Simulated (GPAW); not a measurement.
The system is Li2O.

```
O Li
1.0
     0.00000    2.32685    2.32685
     2.32685    0.00000    2.32685
     2.32685    2.32685    0.00000
O Li
1 2
Direct
  0.00000 0.00000 0.00000
  0.25000 0.25000 0.25000
  0.75000 0.75000 0.75000
```

The cell comes from a database or a generator and needn't be the stable form of this composition.

Base run:

```yaml
Program: GPAW 26.7.0
Functional: PBE
Potentials_or_basis: GPAW PAW data sets (gpaw-data 1.2.1)
Cutoff: 800 eV
Basis: pw
k_mesh: 10 × 10 × 10
Occupations: fermi-dirac, width 0.05 eV
Spin: no spin polarisation
```

Its results: band gap on the k mesh 4.93 eV, indirect (least direct gap 5.09 eV); pressure 1.1 GPa.

**Question.** The run is repeated on the same cell with these changes: functional from PBE to r2SCAN. What comes out?

**Answer.** Band gap on the k mesh 5.65 eV, indirect (least direct gap 5.77 eV); pressure -1.8 GPa.

r2SCAN gives the wider gap, since meta-GGAs in the generalised Kohn-Sham scheme recover part of the derivative discontinuity.

Caveats: the PAW data sets were made with another functional, which shifts forces and pressure a little (some runs).
